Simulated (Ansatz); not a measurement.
# Thickness series of a ZrC/MoSe2/Sc junction, part 5 of 5

How fast does the current through ZrC/MoSe2/Sc fall with each added layer? The lower electrode is ZrC rock salt(111), the upper one Sc hcp(0001); the barrier is MoSe2 3R layers (two layers in the relaxed core). In the first transport cell, after relaxation, the nearest pair of electrode and barrier is Zr–Se at 2.77 Å, along the normal, at the lower face and Sc–Se at 2.73 Å, along the normal, at the upper one. All share a net of side 3.3 Å, which strains the lower electrode by -0.9 %, the upper one by -0.6 % and the barrier by +0.0 %, against typed lattice constants near PBE's. The first steps treat the bulk electrodes alone.

Ansatz 0.2.0; PBE+D3(BJ) DFT, plane waves, PAW files (the session's first sound run).

So far, transmission at the Fermi level (a spin, zone mean): step 5 (the open system: T(E)) 0.0108; step 6 (conductance, atomic planes in the barrier 3, gap between the electrodes 8.87 Å) 0.0488; step 7 (conductance, 32 atoms) 0.0130.

### 8. Conductance, atomic planes in the barrier 9, gap between the electrodes 21.43 Å

Level of this step: PBE DFT, plane waves, PAW files; ballistic transmission by layer matching between semi-infinite leads (Ansatz).

System of this step: ZrC/MoSe2/Sc. The cell holds 35 atoms: 8 Zr, 7 C, 6 Se, 3 Mo and 11 Sc. Its edges and angles: a = 3.300 Å, b = 3.300 Å, c = 79.257 Å, α = 90.0°, β = 90.0°, γ = 120.0°. Regions: left electrode, 15 atoms (8 Zr and 7 C); barrier, 9 atoms (6 Se and 3 Mo); right electrode, 11 atoms (11 Sc). Vacuum lies along c.

Barrier layers are added or taken out in the middle, and the relaxed faces stay.

Contents of input.yaml:

```yaml
crystal:
  lattice:
    - [3.3, 0.0, 0.0]
    - [-1.65, 2.8578838325, 0.0]
    - [0.0, 0.0, 79.2572136683]
  atoms:
    - { symbol: Zr, position: [0.33333333, 0.66666667, 0.0883200364] }
    - { symbol: C, position: [0.66666667, 0.33333333, 0.1053557083] }
    - { symbol: Zr, position: [0.0, 0.0, 0.1223913801] }
    - { symbol: C, position: [0.33333333, 0.66666667, 0.1394270519] }
    - { symbol: Zr, position: [0.66666667, 0.33333333, 0.1564627237] }
    - { symbol: C, position: [0.0, 0.0, 0.1734983955] }
    - { symbol: Zr, position: [0.33333333, 0.66666667, 0.1905340673] }
    - { symbol: C, position: [0.66666667, 0.33333333, 0.2075697391] }
    - { symbol: Zr, position: [0.0, 0.0, 0.2246054109] }
    - { symbol: C, position: [0.33333333, 0.66666667, 0.2416410827] }
    - { symbol: Zr, position: [0.66666667, 0.33333333, 0.2586767545] }
    - { symbol: C, position: [0.0, 0.0, 0.2757124263] }
    - { symbol: Zr, position: [0.33333333, 0.66666667, 0.2927480981] }
    - { symbol: C, position: [0.66666667, 0.33333333, 0.3097837699] }
    - { symbol: Zr, position: [0.0, 0.0, 0.322255196] }
    - { symbol: Se, position: [0.0, 0.0, 0.3571464797] }
    - { symbol: Mo, position: [0.66666667, 0.33333333, 0.3784217607] }
    - { symbol: Se, position: [0.0, 0.0, 0.3994564652] }
    - { symbol: Se, position: [0.66666667, 0.33333333, 0.4366348723] }
    - { symbol: Mo, position: [0.33333333, 0.66666667, 0.4576025525] }
    - { symbol: Se, position: [0.66666667, 0.33333333, 0.478637257] }
    - { symbol: Se, position: [0.33333333, 0.66666667, 0.5158156641] }
    - { symbol: Mo, position: [0.0, 0.0, 0.5367833442] }
    - { symbol: Se, position: [0.33333333, 0.66666667, 0.5581743655] }
    - { symbol: Sc, position: [0.33333333, 0.66666667, 0.5925907301] }
    - { symbol: Sc, position: [0.66666667, 0.33333333, 0.6240910337] }
    - { symbol: Sc, position: [0.33333333, 0.66666667, 0.6560453593] }
    - { symbol: Sc, position: [0.66666667, 0.33333333, 0.6879996848] }
    - { symbol: Sc, position: [0.33333333, 0.66666667, 0.7199540103] }
    - { symbol: Sc, position: [0.66666667, 0.33333333, 0.7519083359] }
    - { symbol: Sc, position: [0.33333333, 0.66666667, 0.7838626614] }
    - { symbol: Sc, position: [0.66666667, 0.33333333, 0.8158169869] }
    - { symbol: Sc, position: [0.33333333, 0.66666667, 0.8477713125] }
    - { symbol: Sc, position: [0.66666667, 0.33333333, 0.879725638] }
    - { symbol: Sc, position: [0.33333333, 0.66666667, 0.9116799636] }
kpoints:
  mp_grid: { grid: [12, 12, 1] }
scf:
  occupations: { method: fermi_dirac, width: 0.1 }
  max_iter: 150
hamiltonian:
  xc: pbe
output:
  transmission:
    kmesh: [30, 30]
    e_range: [-0.26, 0.27]
    de: 0.0375
    leads: [[6, 8], [29, 31]]
```

Command:

```sh
$ ansatz run input.yaml --threads 4 --pin off --max-ram 10240MiB --backend cpu --events-out ev --progress --plain --runs-dir out
```

Numbers of over 12 decimals in the logs are rounded to 6 here.

The log of the run:

```text
[...]
Crystal: 35 atoms, lattice volume = 747.476 Å³
Basis set: ecut = 420 eV, 14893 PW (Γ)
Bands: 230, of which v1, the nominal top of the filled ones, is band 192 counted from 1 (191 counted from 0)
Symmetry: 6 space group operations
[...]
k-points: 19 of 144 (time reversal used)
[...]
channels       : 2.733333e-1 a spin
[...]
slowest decay  : 0.0293 /Å at (0.1000, 0.0333)
[...]
filled         : 4.6 meV under the level at which it is neutral
    channels       : 1.406667e0 a spin
[...]
slowest decay  : 0.0358 /Å at (0.3333, 0.3000)
  junction   : crystal 0 to crystal 1, 17.66 to 56.49 Å
    transmission   : 1.268692e-3 a spin
[...]
resistance     : 1.3152e0 Ω µm² beyond half of each lead's own
[key lines of the parts left out:]
SCF converged after 14 iterations
Free energy (F): -106419.445522 eV
Fermi energy:    10.163435 eV
```

Elapsed: 5.5 min, on 4 threads of Arm Neoverse V2, shared host; peak memory 4.9 GiB.

One spin. Transmission, zone mean against energy, zero at the Fermi level:

```
energy (eV)  transmission, zone mean
     -0.260                   5.0e-5
     -0.223                   4.8e-5
     -0.185                   6.5e-5
     -0.147                   4.2e-4
     -0.110                   6.1e-4
     -0.072                   7.2e-4
     -0.035                   6.0e-4
      0.003                  0.00127
      0.040                  0.00104
      0.077                   7.3e-4
      0.115                   5.5e-4
      0.152                   4.2e-4
      0.190                   3.1e-4
      0.228                   6.2e-4
      0.265                   4.6e-4
```

G = 7.6e11 S/m² (1/G = 1.32 Ω µm²), 0.083 times the step before of this kind. The largest error estimate is 76 %, from the mesh across the current. In the worse lead the potential repeats within 6.4 meV, which the program lets pass, though it still puts 19 % of error on the junction's conductance through them.

### 9. The series together

Times are for 4 threads of Arm Neoverse V2, shared host. The series side by side:

```
no.  gap between the electrodes (Å)  junction conductance (S/m²)  resistance-area product beyond the leads (Ω um²)     time  memory (GiB)
  1                            8.87                      3.49e13                                           0.02608  3.1 min           3.4
  2                           15.15                      9.12e12                                            0.1071  4.2 min           4.1
  3                           21.43                      7.59e11                                             1.315  5.5 min           4.9
```

The runs together. Table of transmission, zone mean by energy, zero at the Fermi level:

| energy (eV) | 8.87 | 15.15 | 21.43 |
| --- | --- | --- | --- |
| -0.260 | 0.00823 | 0.00116 | 5.0e-5 |
| -0.223 | 0.00750 | 0.00208 | 4.8e-5 |
| -0.185 | 0.0104 | 0.00160 | 6.5e-5 |
| -0.147 | 0.0184 | 0.00749 | 4.2e-4 |
| -0.110 | 0.0204 | 0.00888 | 6.1e-4 |
| -0.072 | 0.0372 | 0.0105 | 7.2e-4 |
| -0.035 | 0.0320 | 0.00949 | 6.0e-4 |
| 0.003 | 0.0488 | 0.0130 | 0.00127 |
| 0.040 | 0.0462 | 0.0118 | 0.00104 |
| 0.077 | 0.0552 | 0.0112 | 7.3e-4 |
| 0.115 | 0.0618 | 0.00893 | 5.5e-4 |
| 0.152 | 0.0645 | 0.00723 | 4.2e-4 |
| 0.190 | 0.0642 | 0.00536 | 3.1e-4 |
| 0.228 | 0.0679 | 0.0101 | 6.2e-4 |
| 0.265 | 0.0657 | 0.00786 | 4.6e-4 |

### 10. Fit against thickness

This step: Fit of the logarithm of the conductance against the barrier's thickness, from PBE DFT, plane waves, PAW files (Ansatz 0.2.0).

No new run: the logarithm is fitted against the thickness.

This step gave:

| Quantity | Value |
| --- | --- |
| decay constant of the conductance | 0.31 Å⁻¹ |
| r.m.s. misfit of ln G | 0.27 |

From the end points alone, β = ln(3.49e+13 / 7.59e+11) / 12.56 Å = 3.83 / 12.56 Å = 0.30 Å⁻¹. One end point carries an error estimate of 76 %; a factor of 1.8 on it would move β by 0.04 Å⁻¹.

### 11. The same cell, other settings, 32 atoms

This step: PBE DFT, plane waves, PAW files; ballistic transmission by layer matching between semi-infinite leads; changed: scf.convergence.dr2_threshold = 1e-05 (Ansatz 0.2.0).

System of this step: ZrC/MoSe2/Sc. The cell holds 32 atoms: 8 Zr, 7 C, 4 Se, 2 Mo and 11 Sc. Its edges and angles: a = 3.300 Å, b = 3.300 Å, c = 72.982 Å, α = 90.0°, β = 90.0°, γ = 120.0°. Regions: left electrode, 15 atoms (8 Zr and 7 C); barrier, 6 atoms (4 Se and 2 Mo); right electrode, 11 atoms (11 Sc). Vacuum lies along c.

It is meant to test whether the numerical route changes the result or only the time. Where the input is shown as a difference, that is against the step before, not the twin.

Contents of input.yaml:

```yaml
crystal:
  lattice:
    - [3.3, 0.0, 0.0]
    - [-1.65, 2.8578838325, 0.0]
    - [0.0, 0.0, 72.9815647372]
  atoms:
    - { symbol: Zr, position: [0.33333333, 0.66666667, 0.095914633] }
    - { symbol: C, position: [0.66666667, 0.33333333, 0.1144151939] }
    - { symbol: Zr, position: [0.0, 0.0, 0.1329157548] }
    - { symbol: C, position: [0.33333333, 0.66666667, 0.1514163156] }
    - { symbol: Zr, position: [0.66666667, 0.33333333, 0.1699168765] }
    - { symbol: C, position: [0.0, 0.0, 0.1884174374] }
    - { symbol: Zr, position: [0.33333333, 0.66666667, 0.2069179982] }
    - { symbol: C, position: [0.66666667, 0.33333333, 0.2254185591] }
    - { symbol: Zr, position: [0.0, 0.0, 0.2439191199] }
    - { symbol: C, position: [0.33333333, 0.66666667, 0.2624196808] }
    - { symbol: Zr, position: [0.66666667, 0.33333333, 0.2809202417] }
    - { symbol: C, position: [0.0, 0.0, 0.2994208025] }
    - { symbol: Zr, position: [0.33333333, 0.66666667, 0.3179213634] }
    - { symbol: C, position: [0.66666667, 0.33333333, 0.3364219243] }
    - { symbol: Zr, position: [0.0, 0.0, 0.3499657621] }
    - { symbol: Se, position: [0.0, 0.0, 0.3878573302] }
    - { symbol: Mo, position: [0.66666667, 0.33333333, 0.4109620622] }
    - { symbol: Se, position: [0.0, 0.0, 0.4338055306] }
    - { symbol: Se, position: [0.66666667, 0.33333333, 0.4741808907] }
    - { symbol: Mo, position: [0.33333333, 0.66666667, 0.4969515714] }
    - { symbol: Se, position: [0.66666667, 0.33333333, 0.5201819961] }
    - { symbol: Sc, position: [0.66666667, 0.33333333, 0.557557807] }
    - { symbol: Sc, position: [0.0, 0.0, 0.5917668062] }
    - { symbol: Sc, position: [0.66666667, 0.33333333, 0.6264688685] }
    - { symbol: Sc, position: [0.0, 0.0, 0.6611709308] }
    - { symbol: Sc, position: [0.66666667, 0.33333333, 0.6958729931] }
    - { symbol: Sc, position: [0.0, 0.0, 0.7305750554] }
    - { symbol: Sc, position: [0.66666667, 0.33333333, 0.7652771177] }
    - { symbol: Sc, position: [0.0, 0.0, 0.79997918] }
    - { symbol: Sc, position: [0.66666667, 0.33333333, 0.8346812424] }
    - { symbol: Sc, position: [0.0, 0.0, 0.8693833047] }
    - { symbol: Sc, position: [0.66666667, 0.33333333, 0.904085367] }
kpoints:
  mp_grid: { grid: [12, 12, 1] }
scf:
  occupations: { method: fermi_dirac, width: 0.1 }
  max_iter: 150
  convergence: { dr2_threshold: 1.0e-05 }
hamiltonian:
  xc: pbe
output:
  transmission:
    kmesh: [12, 12]
    e_range: [-4, 2]
    de: 0.1
    leads: [[6, 8], [26, 28]]
  dos: { projected: true, e_range: [-6, 5], de: 0.05 }
  write_potential: true
  write_density: true
  volumetric_format: npy
```

The log of the run:

```text
[...]
Crystal: 32 atoms, lattice volume = 688.290 Å³
Basis set: ecut = 420 eV, 13659 PW (Γ)
Bands: 203, of which v1, the nominal top of the filled ones, is band 169 counted from 1 (168 counted from 0)
Symmetry: 6 space group operations
[...]
k-points: 19 of 144 (time reversal used)
[...]
SCF iter   1: F=—  HF=-90524.446082 eV  |F-HF|=—  |Δ(HF+E_count)|=         —  Δρ=1.72e-2  dr2=7.20e2  ethr=1.77e-3  ⟨swp⟩=8.5  Hψ=15585  notcnv=0
[...]
SCF iter  11: F=-90523.302896 eV  HF=-90523.302896 eV  |F-HF|=1.92e-7  |Δ(HF+E_count)|=   4.52e-8  Δρ=1.72e-6  dr2=2.31e-7  ethr=5.91e-10  ⟨swp⟩=1.0  Hψ=8675  notcnv=0
SCF 1 converged in 11 iterations: F = -90523.302896 eV  dr2 = 2.31e-7
[...]
transmission: 126 of 1235 steps passed
transmission: 248 of 1235 steps passed
[...]
transmission: 1235 of 1235 steps passed
[...]
SCF converged after 11 iterations
an eigenvalue changed by more than its tolerance at an iteration that met the thresholds in force, so the SCF went on 1 time: the last check found none over its tolerance
Free energy (F): -90523.302896 eV
[...]
Internal energy: -90522.287212 eV  (E = F + TS)
E sigma→0 (E₀):  -90522.795054 eV
Entropy (-TS):   -1.015684 eV (-31.740 meV/atom)
Fermi energy:    9.888804 eV
[...]
--- Band table (eV; the first three rows and the last of 19) ---
  k-point 0: bands = [... 165 lower, 10.6531, 10.6990, 10.7208, 10.7208, 10.8533, 10.8726, 11.0976, 11.1126, ... 30 higher]
  k-point 1: bands = [... 165 lower, 10.4546, 10.5002, 10.5663, 10.6085, 10.7315, 10.7771, 10.8827, 10.8887, ... 30 higher]
  k-point 2: bands = [... 165 lower, 10.1045, 10.1263, 10.1603, 10.2360, 10.3302, 10.3808, 10.5783, 10.7710, ... 30 higher]
  k-point 18: bands = [... 165 lower, 9.4581, 9.4692, 9.5960, 9.6427, 9.6876, 9.8730, 9.8800, 9.9508, ... 30 higher]
--- Transmission ---
  basis      : 85 plane waves across, 65 finite elements along
  points     : 19, standing for a mesh of 12 x 12
[...]
channels       : 2.916667e-1 a spin
[...]
slowest decay  : 0.0497 /Å at (0.1667, 0.0000)
[...]
channels       : 1.500000e0 a spin
[...]
slowest decay  : 0.0922 /Å at (0.3333, 0.3333)
  junction   : crystal 0 to crystal 1, 17.66 to 50.22 Å
    transmission   : 1.077642e-2 a spin
[...]
```

Wall time 4.1 min (4 threads); peak memory 4.8 GiB; 16 min of CPU time.

This number moved little. The transmission at the Fermi level, both spins, is 0.0216 against 0.0216 in the twin: no change within 1 %.

Side by side:

```
                                           quantity   this run  sound run  difference
                                   free energy (eV)  -90523.30  -90523.30      1.6e-7
                                  Fermi energy (eV)     9.8888     9.8888      2.0e-5
transmission at the Fermi level (a spin, zone mean)   0.010776   0.010777     -8.8e-7
             potential step in the lower lead (meV)        6.4        6.5     -0.1000
```

### 12. A repeat with changed settings, 29 atoms

This step: PBE DFT, plane waves, PAW files; ballistic transmission by layer matching between semi-infinite leads; changed: output.transmission.temperature = 0.5 (Ansatz 0.2.0).

System of this step: ZrC/MoSe2/Sc. The cell holds 29 atoms: 8 Zr, 7 C, 2 Se, 1 Mo and 11 Sc. Cell: a = 3.300 Å, b = 3.300 Å, c = 66.706 Å, α = 90.0°, β = 90.0°, γ = 120.0°. Regions: left electrode, 15 atoms (8 Zr and 7 C); barrier, 3 atoms (2 Se and 1 Mo); right electrode, 11 atoms (11 Sc). Vacuum lies along c.

This run repeats an earlier one, its twin (the conductance run, 3 atomic planes between the electrodes), with one setting changed (output.transmission.temperature; files written aside). The setting was drawn as a possible misstep, on purpose. Where the input is shown as a difference, that is against the step before, not the twin.

Contents of input.yaml:

```yaml
crystal:
  lattice:
    - [3.3, 0.0, 0.0]
    - [-1.65, 2.8578838325, 0.0]
    - [0.0, 0.0, 66.7059158061]
  atoms:
    - { symbol: Zr, position: [0.33333333, 0.66666667, 0.104938219] }
    - { symbol: C, position: [0.66666667, 0.33333333, 0.1251793005] }
    - { symbol: Zr, position: [0.0, 0.0, 0.145420382] }
    - { symbol: C, position: [0.33333333, 0.66666667, 0.1656614636] }
    - { symbol: Zr, position: [0.66666667, 0.33333333, 0.1859025451] }
    - { symbol: C, position: [0.0, 0.0, 0.2061436266] }
    - { symbol: Zr, position: [0.33333333, 0.66666667, 0.2263847082] }
    - { symbol: C, position: [0.66666667, 0.33333333, 0.2466257897] }
    - { symbol: Zr, position: [0.0, 0.0, 0.2668668712] }
    - { symbol: C, position: [0.33333333, 0.66666667, 0.2871079528] }
    - { symbol: Zr, position: [0.66666667, 0.33333333, 0.3073490343] }
    - { symbol: C, position: [0.0, 0.0, 0.3275901158] }
    - { symbol: Zr, position: [0.33333333, 0.66666667, 0.3478311973] }
    - { symbol: C, position: [0.66666667, 0.33333333, 0.3680722789] }
    - { symbol: Zr, position: [0.0, 0.0, 0.3828903121] }
    - { symbol: Se, position: [0.0, 0.0, 0.4243466941] }
    - { symbol: Mo, position: [0.66666667, 0.33333333, 0.4496251042] }
    - { symbol: Se, position: [0.0, 0.0, 0.4750410321] }
    - { symbol: Sc, position: [0.0, 0.0, 0.5159331348] }
    - { symbol: Sc, position: [0.33333333, 0.66666667, 0.5533604943] }
    - { symbol: Sc, position: [0.0, 0.0, 0.591327304] }
    - { symbol: Sc, position: [0.33333333, 0.66666667, 0.6292941136] }
    - { symbol: Sc, position: [0.0, 0.0, 0.6672609232] }
    - { symbol: Sc, position: [0.33333333, 0.66666667, 0.7052277329] }
    - { symbol: Sc, position: [0.0, 0.0, 0.7431945425] }
    - { symbol: Sc, position: [0.33333333, 0.66666667, 0.7811613521] }
    - { symbol: Sc, position: [0.0, 0.0, 0.8191281618] }
    - { symbol: Sc, position: [0.33333333, 0.66666667, 0.8570949714] }
    - { symbol: Sc, position: [0.0, 0.0, 0.895061781] }
kpoints:
  mp_grid: { grid: [12, 12, 1] }
scf:
  occupations: { method: fermi_dirac, width: 0.1 }
  max_iter: 150
hamiltonian:
  xc: pbe
output:
  transmission:
    kmesh: [30, 30]
    e_range: [-0.26, 0.27]
    de: 0.0375
    leads: [[6, 8], [23, 25]]
    temperature: 0.5
```

The log of the run:

```text
Error: invalid value for `output.transmission.temperature`: must be finite and ≥ 1.2; got 0.5 K
```

Run time: 0.05 s. Hardware: 4 threads; peak memory 0.12 GiB.

The program refused the input before any cycle.

The program's message: “Error: invalid value for `output.transmission.temperature`: must be finite and ≥ 1.2; got 0.5 K”

The change that led to it: output.transmission.temperature = 0.5.

### 13. Summary of results

| Property | Result |
| --- | --- |
| 1/G at 8.87 Å gap | 0.0286 Ω um² |
| 1/G at 21.4 Å gap | 1.32 Ω um² |
| decay constant β | 0.31 Å⁻¹ |

A fit of ln G against d gives β = 0.31 Å⁻¹, and step by step the slopes are 0.21 and 0.40 Å⁻¹. They differ by more than a fifth, so the fit is an average; how much of this is a real bend and how much error of the runs wasn't traced. At the Fermi level the layers of the barrier in the wide-window run (6 planes) hold from 0.084 to 1.0 states an eV and atom: none is empty there, through tails of the electrodes' states or through bands of its own. The program's largest error estimate on these conductances is 76 %, from the mesh across the current, in the run that gave 7.6e11 S/m². No spin-orbit coupling, phonons, disorder or image charges enter; the interfaces are ordered, one cell wide and lattice-matched by strain. Semilocal gaps are too small, which can bring a band edge of the barrier nearer to the Fermi level than it is.

[Logs are printed without paths, hosts, clocks, repeated set-up lines and the standing remarks that a program may print on its own settings, such as how far it seeks lower states.]

[Hosts, paths, dates, database ids (printed as entryN), source tags and the programs' standing remarks are cut or masked in the printed files.]
